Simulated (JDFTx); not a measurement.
The system is W2C.

```
W C
1.0
     3.07005    0.00000    0.00000
    -1.53502    2.65874    0.00000
     0.00000    0.00000    4.67843
W C
2 1
Direct
  0.66667 0.33333 0.25367
  0.33333 0.66667 0.74633
  0.00000 0.00000 0.00000
```

The cell comes from a database or a generator and needn't be the stable form of this composition.

* Program: JDFTx 1.7.0 (patched build)
* Task: single point
* Functional: PBE
* Potentials or basis: PseudoDojo-SR-PBE-0.5-standard
* Cutoff: 1116 eV
* Density cutoff: 4463 eV
* k mesh: 10 × 10 × 6
* Occupations: fermi-dirac, width 0.05 eV
* Spin: no spin polarisation

On this cell: pressure -1.6 GPa; largest force 0.038 eV/Å; band gap on the k mesh none (metal or under the smearing width).

The same run follows on a disturbed copy (atoms moved at random, drawn with an rms of 0.05 Å):

```
W C
1.0
     3.07005    0.00000    0.00000
    -1.53502    2.65874    0.00000
     0.00000    0.00000    4.67843
W C
2 1
Cartesian
  1.5441 0.9189 1.1592
  -0.0325 1.7448 3.4786
  -0.0060 0.0098 -0.0064
```

Q: What does the disturbed cell give?

A: The energy (extrapolated to zero smearing) moves by +4.7 meV/atom; pressure -0.8 GPa; largest force 0.470 eV/Å; band gap on the k mesh none (metal or under the smearing width).

Forces in eV/Å, atoms in the order of the input:
```
W   -0.118 -0.230  0.393
W    0.188  0.342 -0.173
C   -0.070 -0.112 -0.219
```

Stress tensor (GPa, compression positive):
```
-2.12 -0.53 -1.21
-0.53 -0.27 -2.03
-1.21 -2.03 -0.08
```

Caveats: forces may be off by hundredths of an eV/Å.
